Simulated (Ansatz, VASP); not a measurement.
One calculation of Pd, two programs

```
CELL_PARAMETERS angstrom
0.00000 2.86617 2.86617
2.86617 0.00000 2.86617
2.86617 2.86617 0.00000
ATOMIC_POSITIONS crystal
Pd 0.12500 0.12500 0.12500
Pd 0.87500 0.87500 0.87500
```

Alike in both runs: task single point; functional PBE; k mesh 11 × 11 × 11; occupations fermi-dirac, width 0.1 eV; no spin polarisation.

```csv
,VASP,Ansatz
version,VASP 6.6.1,Ansatz 0.2.0
potentials or method,"VASP PAW PBE potentials, release 64 (Pd)","plane waves (420 eV) with PAW, scalar-relativistic"
plane-wave cutoff (eV),520,420
valence electrons in the cell,20,36
```

|  | VASP | Ansatz | Ansatz less VASP |
| --- | --- | --- | --- |
| pressure (GPa) | 2.7 | 3.1 | +0.38 |

The two sets of potentials don't hold the same shells in valence.
